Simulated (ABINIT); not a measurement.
A run of ABINIT 10.8.3 (patched build) is set up as follows.

File run.abi:

```
# Pseudopotentials
pp_dirpath "./"
pseudos "Ti.upf"

# Structure
acell 5.5746920676 5.5746920677 8.8439182632
rprim
     1.0000000000     0.0000000000     0.0000000000
    -0.5000000000     0.8660254038     0.0000000000
     0.0000000000     0.0000000000     1.0000000000
ntypat 1
znucl 22
natom 2
typat 1 1
xred
     0.6861620000     0.3268800000     0.7484870000
     0.3379730000     0.6729080000     0.2487300000
chkprim 0
chksymtnons 0
tolsym 1.0e-6

# Plane-wave basis
ecut 42.0

# k points
kptopt 1
ngkpt 10 10 6
nshiftk 1
shiftk 0.0 0.0 0.0

# Exchange and correlation
ixc -116133

# Bands and occupations
nband 16
occopt 3
tsmear 0.05 eV

# SCF cycle
nstep 100
tolvrs 1.0e-10

# Output
iomode 3
prtwf 0
prteig 0
prtebands 0
enunit 1
prtden 1
prtvha 1
prtvclmb 1
prtpot 1
prtelf 1
```

Potentials or basis: PseudoDojo NC SR PBEsol v0.4.1 standard.

Launch:

```sh
$ abinit run.abi > log 2>&1
```

Problem. Estimate the pressure.

Solution. -5.7 GPa.

Problem. What does it give for the largest force?

Solution. 0.102 eV/Å.

Problem. Predict the band gap on the k mesh.

Solution. None (metal or under the smearing width).

Stress tensor (GPa, compression positive):
```
-5.88  0.68  0.00
 0.68 -5.18  0.00
 0.00  0.00 -5.95
```
